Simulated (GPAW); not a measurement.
# Bi (Im-3m) in GPAW: further runs, part 2 of 2

GPAW 26.7.0.

## (3) Relaxation of cell and atoms, PBEsol, target pressure 30 GPa, at which the enthalpy is minimised

File run.py:

```python
from ase import Atoms
from ase.filters import FrechetCellFilter
from ase.io import write
from ase.optimize import BFGS
from ase.units import GPa
from gpaw import GPAW, PW, setup_paths

setup_paths.insert(0, '.')

atoms = Atoms(['Bi'],
              cell=[[-1.9814305318, 1.9814305318, 1.9814305318],
                    [1.9814305318, -1.9814305318, 1.9814305318],
                    [1.9814305318, 1.9814305318, -1.9814305318]],
              scaled_positions=[[0.0, 0.0, 0.0]],
              pbc=True)

calc = GPAW(mode=PW(600),
            xc='PBEsol',
            kpts={'size': (9, 9, 9), 'gamma': True},
            occupations={'name': 'fermi-dirac', 'width': 0.05},
            nbands=15,
            convergence={'density': 1e-05, 'forces': 0.0001},
            maxiter=150,
            txt='gpaw.txt')
atoms.calc = calc
opt = BFGS(FrechetCellFilter(atoms, scalar_pressure=30 * GPa), trajectory='relax.traj', logfile='-')
done = opt.run(fmax=0.02, steps=60)
calc.write('gs.gpw')
write('result.traj', atoms)
print('Converged:', done)
print('Cell:', atoms.cell.cellpar().round(4))
print('Volume:', round(atoms.get_volume(), 4))
print(atoms.get_scaled_positions().round(5))
```

Potentials or basis: PAW data sets generated in the run's folder for this functional, pw.

Launch:

```sh
> gpaw-setup -f PBEsol Bi
> OMP_NUM_THREADS=1 python run.py
```

gpaw.txt:

```text
__  _  _
 | _ |_)|_||  |
 |__||  | ||/\| - 26.7.0

Input parameters:
  mode=PW(ecut=600.0),
  convergence={'density': 1e-05, 'forces': 0.0001},
  kpts=MonkhorstPack(size=(9, 9, 9), gamma=True),
  maxiter=150,
  nbands=15,
  occupations=Occupations(name='fermi-dirac', width=0.05),
  xc=XC(name='PBEsol')

Diagonalizing LCAO Hamiltonian
Converting LCAO to pw mode

       Bi

Atoms  # Å, Bohr magnetons
|   | symbol |        x |        y |        z |    initial magnetic moments |
|---|--------|----------|----------|----------|-----------------------------|
| 0 |     Bi | 0.000000 | 0.000000 | 0.000000 | ( 0.0000,  0.0000,  0.0000) |

Unit cell  # Å
| periodic |         x |         y |         z |  lengths |     angles |
|----------|-----------|-----------|-----------|----------|------------|
|      yes | -1.981431 |  1.981431 |  1.981431 | 3.431938 | 109.471221 |
|      yes |  1.981431 | -1.981431 |  1.981431 | 3.431938 | 109.471221 |
|      yes |  1.981431 |  1.981431 | -1.981431 | 3.431938 | 109.471221 |

Number of symmetries: 48
Symmetry operations  # r_c * U_cc + t_c -> r_c
|    | kind |            matrix            |
|----|------|------------------------------|
|  0 |  σ   |  1, 1, 1,  0, 0,-1,  0,-1, 0 |
|  1 |  C4  |  1, 1, 1,  0, 0,-1, -1, 0, 0 |
|  2 |  C2  |  1, 1, 1,  0,-1, 0,  0, 0,-1 |
|  3 |  S6  |  1, 1, 1,  0,-1, 0, -1, 0, 0 |
|  4 |  S6  |  1, 1, 1, -1, 0, 0,  0, 0,-1 |
|  5 |  C4  |  1, 1, 1, -1, 0, 0,  0,-1, 0 |
|  6 |  E   |  1, 0, 0,  0, 1, 0,  0, 0, 1 |
|  7 |  σ   |  1, 0, 0,  0, 1, 0, -1,-1,-1 |
|  8 |  σ   |  1, 0, 0,  0, 0, 1,  0, 1, 0 |
[... 202 lines left out ...]
Stress tensor  # eV/Ang^3
|         x |         y |         z |
|-----------|-----------|-----------|
|  0.013000 | -0.000000 | -0.000000 |
| -0.000000 |  0.013000 | -0.000000 |
| -0.000000 | -0.000000 |  0.013000 |

Forces  # eV/Ang
|        x |        y |        z |
|----------|----------|----------|
| -0.00000 | -0.00000 | -0.00000 |  # Bi   0

Interpolating wave functions to new cell

       Bi

Atoms  # Å, Bohr magnetons
|   | symbol |         x |         y |         z |    initial magnetic moments |
|---|--------|-----------|-----------|-----------|-----------------------------|
| 0 |     Bi | -0.000000 | -0.000000 | -0.000000 | ( 0.0000,  0.0000,  0.0000) |

Unit cell  # Å
| periodic |         x |         y |         z |  lengths |     angles |
|----------|-----------|-----------|-----------|----------|------------|
|      yes | -1.812677 |  1.812677 |  1.812677 | 3.139649 | 109.471221 |
|      yes |  1.812677 | -1.812677 |  1.812677 | 3.139649 | 109.471221 |
|      yes |  1.812677 |  1.812677 | -1.812677 | 3.139649 | 109.471221 |

Number of symmetries: 48
Symmetry operations  # r_c * U_cc + t_c -> r_c
|    | kind |            matrix            |
|----|------|------------------------------|
|  0 |  σ   |  1, 1, 1,  0, 0,-1,  0,-1, 0 |
|  1 |  C4  |  1, 1, 1,  0, 0,-1, -1, 0, 0 |
|  2 |  C2  |  1, 1, 1,  0,-1, 0,  0, 0,-1 |
|  3 |  S6  |  1, 1, 1,  0,-1, 0, -1, 0, 0 |
|  4 |  S6  |  1, 1, 1, -1, 0, 0,  0, 0,-1 |
|  5 |  C4  |  1, 1, 1, -1, 0, 0,  0,-1, 0 |
|  6 |  E   |  1, 0, 0,  0, 1, 0,  0, 0, 1 |
|  7 |  σ   |  1, 0, 0,  0, 1, 0, -1,-1,-1 |
|  8 |  σ   |  1, 0, 0,  0, 0, 1,  0, 1, 0 |
[... 204 lines left out ...]
Stress tensor  # eV/Ang^3
|         x |         y |         z |
|-----------|-----------|-----------|
| -0.144433 |  0.000000 |  0.000000 |
|  0.000000 | -0.144433 |  0.000000 |
|  0.000000 |  0.000000 | -0.144433 |

Forces  # eV/Ang
|        x |       y |        z |
|----------|---------|----------|
| -0.00000 | 0.00000 | -0.00000 |  # Bi   0

Interpolating wave functions to new cell

       Bi

Atoms  # Å, Bohr magnetons
|   | symbol |         x |        y |        z |    initial magnetic moments |
|---|--------|-----------|----------|----------|-----------------------------|
| 0 |     Bi | -0.000000 | 0.000000 | 0.000000 | ( 0.0000,  0.0000,  0.0000) |

Unit cell  # Å
| periodic |         x |         y |         z |  lengths |     angles |
|----------|-----------|-----------|-----------|----------|------------|
|      yes | -1.781368 |  1.781368 |  1.781368 | 3.085420 | 109.471221 |
|      yes |  1.781368 | -1.781368 |  1.781368 | 3.085420 | 109.471221 |
|      yes |  1.781368 |  1.781368 | -1.781368 | 3.085420 | 109.471221 |

Number of symmetries: 48
Symmetry operations  # r_c * U_cc + t_c -> r_c
|    | kind |            matrix            |
|----|------|------------------------------|
|  0 |  σ   |  1, 1, 1,  0, 0,-1,  0,-1, 0 |
|  1 |  C4  |  1, 1, 1,  0, 0,-1, -1, 0, 0 |
|  2 |  C2  |  1, 1, 1,  0,-1, 0,  0, 0,-1 |
|  3 |  S6  |  1, 1, 1,  0,-1, 0, -1, 0, 0 |
|  4 |  S6  |  1, 1, 1, -1, 0, 0,  0, 0,-1 |
|  5 |  C4  |  1, 1, 1, -1, 0, 0,  0,-1, 0 |
|  6 |  E   |  1, 0, 0,  0, 1, 0,  0, 0, 1 |
|  7 |  σ   |  1, 0, 0,  0, 1, 0, -1,-1,-1 |
|  8 |  σ   |  1, 0, 0,  0, 0, 1,  0, 1, 0 |
[... 202 lines left out ...]
Stress tensor  # eV/Ang^3
|         x |         y |         z |
|-----------|-----------|-----------|
| -0.202975 |  0.000000 |  0.000000 |
|  0.000000 | -0.202975 | -0.000000 |
|  0.000000 | -0.000000 | -0.202975 |

Forces  # eV/Ang
|       x |       y |        z |
|---------|---------|----------|
| 0.00000 | 0.00000 | -0.00000 |  # Bi   0

Interpolating wave functions to new cell

       Bi

Atoms  # Å, Bohr magnetons
|   | symbol |         x |        y |         z |    initial magnetic moments |
|---|--------|-----------|----------|-----------|-----------------------------|
| 0 |     Bi | -0.000000 | 0.000000 | -0.000000 | ( 0.0000,  0.0000,  0.0000) |

Unit cell  # Å
| periodic |         x |         y |         z |  lengths |     angles |
|----------|-----------|-----------|-----------|----------|------------|
|      yes | -1.789411 |  1.789411 |  1.789411 | 3.099351 | 109.471221 |
|      yes |  1.789411 | -1.789411 |  1.789411 | 3.099351 | 109.471221 |
|      yes |  1.789411 |  1.789411 | -1.789411 | 3.099351 | 109.471221 |

Number of symmetries: 48
Symmetry operations  # r_c * U_cc + t_c -> r_c
|    | kind |            matrix            |
|----|------|------------------------------|
|  0 |  σ   |  1, 1, 1,  0, 0,-1,  0,-1, 0 |
|  1 |  C4  |  1, 1, 1,  0, 0,-1, -1, 0, 0 |
|  2 |  C2  |  1, 1, 1,  0,-1, 0,  0, 0,-1 |
|  3 |  S6  |  1, 1, 1,  0,-1, 0, -1, 0, 0 |
|  4 |  S6  |  1, 1, 1, -1, 0, 0,  0, 0,-1 |
|  5 |  C4  |  1, 1, 1, -1, 0, 0,  0,-1, 0 |
|  6 |  E   |  1, 0, 0,  0, 1, 0,  0, 0, 1 |
|  7 |  σ   |  1, 0, 0,  0, 1, 0, -1,-1,-1 |
|  8 |  σ   |  1, 0, 0,  0, 0, 1,  0, 1, 0 |
[... 149 lines left out ...]
SCF iterations
|iter     | |      energy | eigst |  dens |force |
|---------|-|-------------|-------|-------|------|
|iter:   1| |   -4.531175 | -2.41 |       |      |
|iter:   2| |   -4.530476 | -4.98 | -2.25 |      |
|iter:   3| |   -4.526460c| -4.55 | -2.29 |      |
|iter:   4| |   -4.526392c| -5.29 | -2.98 |      |
|iter:   5| |   -4.526429c| -5.01 | -3.41 |      |
|iter:   6| |   -4.526425c| -7.13 | -4.24 |      |
|iter:   7| |   -4.526425c| -7.95c| -4.64 |      |
|iter:   8| |   -4.526425c| -8.31c| -5.64c|      |
|iter:   9| |   -4.526425c| -8.35c| -5.98c|-25.12c|

Converged in 9 steps
Energy contributions relative to reference atoms: (reference = -584693.896228)

Energy contributions:
  Kinetic:          34.612738
  Coulomb:         -29.370721
  Zero:             -1.503942
  External:          0.000000
  Xc:               -8.263888
  Entropy:          -0.001225
  Spinorbit:         0.000000
  ----------------------------
  Free energy:      -4.527038
  Extrapolated:     -4.526425
[... 26 lines left out ...]
Stress tensor  # eV/Ang^3
|         x |         y |         z |
|-----------|-----------|-----------|
| -0.186679 | -0.000000 | -0.000000 |
| -0.000000 | -0.186679 |  0.000000 |
| -0.000000 |  0.000000 | -0.186679 |

Forces  # eV/Ang
|        x |        y |       z |
|----------|----------|---------|
| -0.00000 | -0.00000 | 0.00000 |  # Bi   0

# Writing to gs.gpw (mode='')
```

Wall time 40 s (1 thread of Arm Neoverse V1, shared host); peak memory 0.16 GiB.

What came out:

* Free energy: -4.5270 eV
* Relaxed volume: 22.92 Å³/atom
* Relaxed cell: a = 3.099 Å, b = 3.099 Å, c = 3.099 Å, α = 109.47°, β = 109.47°, γ = 109.47°
* Space group after relaxing (to 0.05 Å): Im-3m (No. 229)
* Energy change on relaxing (the enthalpy is what falls): +493.6 meV/atom
* Ionic steps: 4
* Pressure after relaxing: 29.9 GPa
* Band gap on the k mesh: none (metal or under the smearing width)

The path:
| step | energy change (eV) | largest force (eV/Å) | pressure (GPa) | volume (Å³) |
| --- | --- | --- | --- | --- |
| 1 | 0.0000 | 0.0000 | -2.08 | 31.12 |
| 2 | 0.3442 | 0.0000 | 23.14 | 23.82 |
| 3 | 0.5536 | 0.0000 | 32.52 | 22.61 |
| 4 | 0.4936 | 0.0000 | 29.91 | 22.92 |

Final structure:
```
CELL_PARAMETERS angstrom
-1.78941 1.78941 1.78941
1.78941 -1.78941 1.78941
1.78941 1.78941 -1.78941
ATOMIC_POSITIONS crystal
Bi 0.00000 0.00000 0.00000
```

Caveat: later steps reuse the first step's grids; the volume moved by over 15 % at a fixed basis, so the end points are rough; spin-orbit coupling is left out, which moves the levels of the heavy elements.
